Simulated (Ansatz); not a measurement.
# HfN: relaxation step by step

Recipe of this trial structure of HfN: random cell by space group and Wyckoff sites (Cmmm, No. 65). The dimensions are guesses.

```
CELL_PARAMETERS angstrom
1.78901 -1.93532 0.00000
1.78901 1.93532 0.00000
0.00000 0.00000 4.67269
ATOMIC_POSITIONS crystal
Hf 0.50000 0.50000 0.00000
N 0.00000 0.00000 0.00000
```

Method: DFT PBE, scalar-relativistic, plane waves, PAW in Ansatz 0.2.0. Cutoff 420 eV, Gaussian smearing, Γ-centred meshes. Cell and atoms relax first on a coarse mesh and then on a finer one. In between, the cell is made exact in the group found at 0.06 Å. In metals the finer mesh still leaves noise of several meV/atom or more. The steps can't lower the symmetry of their start. No spin polarisation.

Steps on the 6×6×4 mesh (2 atoms, 16 steps). The free energy counts from the last step; some steps are skipped; the plane-wave basis is renewed at times, which shifts energy and pressure.

| step | ΔF (meV/atom) | V (Å³/atom) | P (GPa) |
| --- | --- | --- | --- |
| 1 | 2688.9 | 16.18 | 119.25 |
| 3 | 674.7 | 18.69 | 40.01 |
| 4 | 275.4 | 19.79 | 15.00 |
| 6 | 103.5 | 18.98 | -0.79 |
| 8 | 48.3 | 16.93 | -0.27 |
| 9 | 40.6 | 15.94 | 0.54 |
| 11 | 40.5 | 16.19 | 0.01 |
| 13 | 3.4 | 16.43 | -2.84 |
| 14 | 0.3 | 16.25 | 0.20 |
| 16 | 0.0 | 16.26 | 0.01 |

The relaxed structure, after a last relaxation on the converged mesh:

Space group P4/mmm (No. 123). a = 3.066 Å, b = 3.066 Å, c = 3.421 Å, α = 90.00°, β = 90.00°, γ = 90.00°
| atom | site | symmetry | x | y | z |
| --- | --- | --- | --- | --- | --- |
| Hf | 1c | 4/mmm | 0.5000 | 0.5000 | 0.0000 |
| N | 1a | 4/mmm | 0.0000 | 0.0000 | 0.0000 |

The symmetry goes from Cmmm (No. 65) to P4/mmm (No. 123). The volume per atom shrinks by 0.6 %, from 16.2 to 16.1 Å³. The shortest distance goes from 1.79 Å (Hf–N) to 2.17 Å (Hf–N). The energy falls by about 2.8 eV/atom (the start's value is from the coarse mesh). Around Hf lie 4 N at 2.17 Å and 4 Hf at 3.07 Å; N is surrounded by 4 Hf at 2.17 Å.

```json
{
 "Volume per atom": "16.08 Å³",
 "Density": "9.94 g/cm³",
 "Energy over the elements": "−1.01 eV/atom",
 "Gap on the 18×18×16 mesh of the 2-atom cell": "0 eV (a metal)"
}
```

Formation energies are uncorrected and refer to the elements' standard structures at the same level (N₂ as a molecule).

The last run used Gaussian smearing of 0.10 eV. These runs have no spin–orbit coupling, which can matter for Hf. A structure relaxed within its symmetry needn't be a true minimum. In all, the 4 runs took 2.2 min on 1 thread of Arm Neoverse V1, with other jobs on the host. Another cell of HfN relaxed alike, in Fm-3m (a cell as deposited in COD), lies 0.65 eV/atom lower, so this cell isn't the stable form at this level.
